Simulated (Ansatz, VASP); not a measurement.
## Two plane-wave programs on SnH2

```
CELL_PARAMETERS angstrom
3.19888 -1.82215 0.02085
3.19888 1.82215 0.02085
0.02639 0.00000 3.13121
ATOMIC_POSITIONS crystal
Sn 0.00000 0.00000 0.00000
H 0.66370 0.66370 0.19933
H 0.33630 0.33630 0.80067
```

Change from the starting cell: species swapped into the Te2Au type (C2/m, No. 12).

Alike in both runs: functional PBE; k mesh 5 × 5 × 4; occupations gaussian, width 0.15 eV; no spin polarisation.

Ansatz relaxed the structure, and its values are those at the end. VASP's run is a single point on that final structure, the one shown.

|  | VASP | Ansatz |
| --- | --- | --- |
| version | VASP 6.6.1 | Ansatz 0.2.0 |
| potentials or method | VASP PAW PBE potentials, release 64 (Sn_d, H) | scalar-relativistic, plane waves, PAW |
| plane-wave cutoff (eV) | 520 | 420 |
| valence electrons in the cell | 16 | 16 |

|  | VASP | Ansatz | Ansatz less VASP |
| --- | --- | --- | --- |
| gap on the k mesh at the Fermi level (eV) | none | none | - |
| pressure (GPa) | 0.2 | 0.4 | +0.14 |
| rms of the force components (eV/Å) | 0.005 | 0.005 | +0.0003 |

A gap of «none» marks a metal or a gap that the smearing closes. With one functional, cell and mesh, what is left measures potentials, basis and numerics.

Caveats: the k mesh is coarse (spacing up to 0.50 Å⁻¹), so the values aren't converged.
